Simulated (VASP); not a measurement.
# Al (Fmmm) in VASP: further runs, part 2 of 2

VASP 6.6.1. Earlier steps stand in the parts before.

## (4) Single point, PBE (strain +0.0050 x Voigt [0, 0, 0, 1, 0, 0], atoms carried along)

INCAR

```
PREC = Accurate
ENCUT = 520
EDIFF = 1E-6
ISMEAR = 0
SIGMA = 0.15
LREAL = F
LASPH = T
NELM = 100
ALGO = Fast
ISIF = 2
LWAVE = F
LCHARG = T
GGA = PE
LELF = T
LVHAR = T
NBANDS = 8
```

KPOINTS

```
Automatic mesh
0
Gamma
  20 20 20
```

POSCAR

```
Al
1.0
   -1.5912186900      1.5951967367      1.5951967367
    1.5912186900     -1.5872406433      1.5872406433
    1.5912186900      1.5872406433     -1.5872406433
Al
1
Direct
    0.0000000000      0.0000000000      0.0000000000
```

Potentials or basis: VASP PAW PBE potentials, release 64 (Al).

Started as:

```sh
$ cat potpaw_PBE.64/Al/POTCAR > POTCAR
$ mpirun -np 1 vasp_std > vasp.out
```

OUTCAR:

```text
PREC = Accurate
   ENCUT = 520
   EDIFF = 1E-6
   ISMEAR = 0
   LREAL = F
   LASPH = T
   NELM = 100
   ISIF = 2
   GGA = PE

 ion  position               nearest neighbor table
   1  0.000  0.000  0.000-

  LATTYP: Found a face centered orthorhombic cell.
 ALAT       =     3.1824373800
 B/A-ratio  =     1.4106780285
 C/A-ratio  =     1.4177490963

  Lattice vectors:

 A1 = (   0.0000000000,   3.1824373800,   0.0079560934)
 A2 = (   1.5912186900,   1.5951967367,   1.5951967367)
 A3 = (   1.5912186900,   1.5872406433,  -1.5872406433)

Analysis of symmetry for initial positions (statically):
=====================================================================
 Subroutine PRICEL returns:
 Original cell was already a primitive cell.

 Routine SETGRP: Setting up the symmetry group for a
 face centered orthorhombic supercell.

 Subroutine GETGRP returns: Found  8 space group operations
 (whereof  8 operations were pure point group operations)
 out of a pool of  8 trial point group operations.

The static configuration has the point symmetry D_2h.

Analysis of symmetry for dynamics (positions and initial velocities):
=====================================================================
 Subroutine PRICEL returns:
 Original cell was already a primitive cell.

 Routine SETGRP: Setting up the symmetry group for a
 face centered orthorhombic supercell.

 Subroutine GETGRP returns: Found  8 space group operations
 (whereof  8 operations were pure point group operations)
 out of a pool of  8 trial point group operations.

The dynamic configuration has the point symmetry D_2h.

 Subroutine INISYM returns: Found  8 space group operations
 (whereof  8 operations are pure point group operations),
 and found     1 'primitive' translations

----------------------------------------------------------------------------------------

                                     Primitive cell

  volume of cell :      16.1156

  direct lattice vectors                    reciprocal lattice vectors
    -1.591218690  1.595196737  1.595196737     0.000000000  0.313440962  0.313440962
     1.591218690 -1.587240643  1.587240643     0.314224565 -0.000785566  0.314226528
     1.591218690  1.587240643 -1.587240643     0.314224565  0.314226528 -0.000785566

  length of vectors
     2.760666980  2.751480082  2.751480082     0.443272460  0.444382724  0.444382724

  position of ions in fractional coordinates (direct lattice)
     0.000000000  0.000000000  0.000000000

  ion indices of the primitive-cell ions
   primitive index   ion index
                 1           1

----------------------------------------------------------------------------------------

 KPOINTS: Automatic mesh

Automatic generation of k-mesh.
 Grid dimensions read from file:
 generate k-points for:   20   20   20

 Generating k-lattice:

  Cartesian coordinates                     Fractional coordinates (reciprocal lattice)
     0.000000000  0.015672048  0.015672048     0.050000000  0.000000000  0.000000000
     0.015711228 -0.000039278  0.015711326     0.000000000  0.050000000 -0.000000000
     0.015711228  0.015711326 -0.000039278     0.000000000 -0.000000000  0.050000000

  Length of vectors
     0.022163623  0.022219136  0.022219136

  Shift w.r.t. Gamma in fractional coordinates (k-lattice)
     0.000000000  0.000000000  0.000000000

 Subroutine IBZKPT returns following result:
 ===========================================

 Found   1166 irreducible k-points:

 Following reciprocal coordinates:
            Coordinates               Weight
  0.000000  0.000000  0.000000      1.000000
  0.050000  0.000000  0.000000      2.000000
  0.100000  0.000000  0.000000      2.000000
  0.150000  0.000000  0.000000      2.000000
  0.200000  0.000000  0.000000      2.000000
  0.250000  0.000000  0.000000      2.000000
[... 16 lines left out ...]
  0.050000  0.100000  0.000000      8.000000
  0.100000  0.100000 -0.000000      8.000000
 [... further k-points ...]
   k-points           NKPTS =   1166   k-points in BZ     NKDIM =   1166   number of bands    NBANDS=      8
   number of dos      NEDOS =    301   number of ions     NIONS =      1
   total plane-waves  NPLWV =   9600
   dimension x,y,z NGX =    24 NGY =   20 NGZ =   20
   dimension x,y,z NGXF=    48 NGYF=   40 NGZF=   40
   ions per type =               1
   NGX,Y,Z   is equivalent  to a cutoff of  14.45, 12.08, 12.08 a.u.
   NGXF,Y,Z  is equivalent  to a cutoff of  28.91, 24.17, 24.17 a.u.
 SYSTEM =  unknown system
   PREC   = accura    normal or accurate (medium, high low for compatibility)
   ISTART =      0    job   : 0-new  1-cont  2-samecut
   ICHARG =      2    charge: 1-file 2-atom 10-const
   ISPIN  =      1    spin polarized calculation?
   LNONCOLLINEAR =      F non collinear calculations
   LSORBIT =      F    spin-orbit coupling
   LASPH  =      T    aspherical Exc in radial PAW
   ENCUT  =  520.0 eV  38.22 Ry    6.18 a.u.   5.13  5.12  5.12*2*pi/ulx,y,z
   NELM   =    100;   NELMIN=  2; NELMDL= -5     # of ELM steps
   EDIFF  = 0.1E-05   stopping-criterion for ELM
   LREAL  =      F    real-space projection
   EDIFFG = 0.1E-04   stopping-criterion for IOM
   NSW    =      0    number of steps for IOM
   IBRION =     -1    ionic relax: 0-MD 1-quasi-New 2-CG
   NFREE  =      0    steps in history (QN), initial steepest desc. (CG)
   ISIF   =      2    stress and relaxation
   ISYM   =      2    0-nonsym 1-usesym 2-fastsym
   POTIM  = 0.5000    time-step for ionic-motion
   TEBEG  =    0.0;   TEEND  =   0.0 temperature during run
   PSTRESS=    0.0 pullay stress
   NELECT =       3.0000    total number of electrons
   NUPDOWN=      -1.0000    fix difference up-down
   EMIN   =  10.00;   EMAX   =-10.00  energy-range for DOS
   EFERMI =   0.00;   METHOD = LEGACY
   ISMEAR =     0;   SIGMA  =   0.15  broadening in eV -4-tet -1-fermi 0-gaus
   EFERMI_NEDOS =   21; number of points for ismear=-14 and -15
   IALGO  =     68    algorithm
   IMIX   =      4    mixing-type and parameters
     AMIX     =   0.40;   BMIX     =  1.00
     AMIX_MAG =   1.60;   BMIX_MAG =  1.00
  volume/ion in A,a.u.               =      16.12       108.75
  Fermi-wavevector in a.u.,A,eV,Ry     =   0.934759  1.766438 11.888420  0.873774
  Thomas-Fermi vector in A             =   2.061597
   LORBIT       =      0    0 simple, 1 ext, 2 COOP (PROOUT), +10 PAW based schemes
   GGA     = PE    functional components
   LHFCALC =     F    Hartree Fock is set to
   AEXX    =    0.0000 exact exchange contribution
   IVDW    =     0    specifies the selected vdW correction
   LEPSILON=     F    determine dielectric tensor
   LRPA    =     F    only Hartree local field effects (RPA)
 non-spin polarized calculation
 RMM-DIIS sequential band-by-band and
 Gauss-broadening in eV      SIGMA  =   0.15
  energy-cutoff  :      520.00
  volume of cell :       16.12
 maximum number of plane-waves:       456
 NGX is ok and might be reduce to    24
   NGX = 11   NGY = 11   NGZ = 11

 number of electron       3.0000000 magnetization

 Free energy of the ion-electron system (eV)
  ---------------------------------------------------
  ext. energy  EPLUGINS =         0.00000000
  ---------------------------------------------------
  free energy    TOTEN  =        -3.64278815 eV

  energy without entropy =       -3.63765874  energy(sigma->0) =       -3.64022345

 E-fermi :   8.2615     XC(G=0): -10.2870

 val. band max:        8.2609133401   @ k =   0.3000   0.1000   0.0500
 cond. band min:       8.2629187132   @ k =   0.3500   0.4500   0.3500
 fundamental gap:      0.0020053730
 Fermi energy:         8.2614547778

 k-point     1 :       0.0000    0.0000    0.0000
  band No.  band energies     occupation
      1      -3.0451      2.00000
      2      21.6294      0.00000
      3      21.6611      0.00000
      4      21.7000      0.00000
      5      23.2356      0.00000
      6      23.3043      0.00000
      7      23.3694      0.00000
      8      24.7560      0.00000
[... 243 lines left out ...]
 k-point    24 :       0.1000    0.1000   -0.0000
  band No.  band energies     occupation
      1      -2.1733      2.00000
      2      16.6909      0.00000
      3      17.0214      0.00000
      4      19.3471      0.00000
      5      22.4943      0.00000
      6      22.5907      0.00000
      7      25.0198      0.00000
      8      25.3625      0.00000

 [... further k-points ...]
[... 5 lines left out ...]
  --------------------------------------------------------------------------------------
  -------------------------------------------------------------------------------------
  Total        0.3783577      0.3794764      0.3794764      0.0000000     -0.0209712      0.0000000
  in kB       37.6154550     37.7266684     37.7266684      0.0000000     -2.0849037      0.0000000
  external PRESSURE =      37.6895973 kB  Pullay stress =       0.0000000 kB

 VOLUME and BASIS-vectors are now :
 -----------------------------------------------------------------------------
  energy-cutoff  :      520.00
  volume of cell :       16.12
      direct lattice vectors                 reciprocal lattice vectors
    -1.591218690  1.595196737  1.595196737     0.000000000  0.313440962  0.313440962
     1.591218690 -1.587240643  1.587240643     0.314224565 -0.000785566  0.314226528
     1.591218690  1.587240643 -1.587240643     0.314224565  0.314226528 -0.000785566

 POSITION                                       TOTAL-FORCE (eV/Angst)
 -----------------------------------------------------------------------------------
      0.00000      0.00000      0.00000         0.000000      0.000000     -0.000000
 -----------------------------------------------------------------------------------
    total drift:                                0.000000      0.000000     -0.000000

  FREE ENERGIE OF THE ION-ELECTRON SYSTEM (eV)
  ---------------------------------------------------
  free  energy   TOTEN  =        -3.6427881475 eV

  energy  without entropy=       -3.6376587442  energy(sigma->0) =       -3.64022345
```

stdout:

```text
POSCAR found type information on POSCAR Al
 POSCAR found :  1 types and       1 ions
 scaLAPACK will be used
 LDA part: xc-table for (Slater+PW92), standard interpolation
 POSCAR, INCAR and KPOINTS ok, starting setup
 FFT: planning ... GRIDC
 FFT: planning ... GRID_SOFT
 FFT: planning ... GRID
 WAVECAR not read
 entering main loop
```

Wall time 72 s (1 thread of Intel Xeon Platinum 8259CL at 2.50GHz (Skylake/Cascade Lake), shared host); peak memory 0.23 GiB.

Results:

```
Free energy            : -3.6428 eV
Pressure               : 3.8 GPa
Band gap on the k mesh : none (metal or under the smearing width)
```

## (5) The runs side by side

```tsv
cell	further INCAR settings	gap on the mesh (eV)	pressure (GPa)
strain +0.0125 x Voigt [0, 0, 0, 1, 0, 0], atoms carried along	ALGO = Fast; EDIFF = 1e-06; NBANDS = 8	none	3.8
strain +0.0025 x Voigt [0, 0, 0, 1, 0, 0], atoms carried along	ALGO = Fast; EDIFF = 1e-07; NBANDS = 8	none	3.8
strain +0.0050 x Voigt [0, 0, 0, 1, 0, 0], atoms carried along	ALGO = Fast; EDIFF = 1e-06; NBANDS = 8	none	3.8
```

Alike in all rows: task single point; level PBE; potentials or basis VASP PAW PBE potentials, release 64 (Al); no spin polarisation; k mesh 20 × 20 × 20; cutoff (eV) 520; smearing gaussian 0.15 eV.

Absolute energies hang on the potentials; compare differences alone.
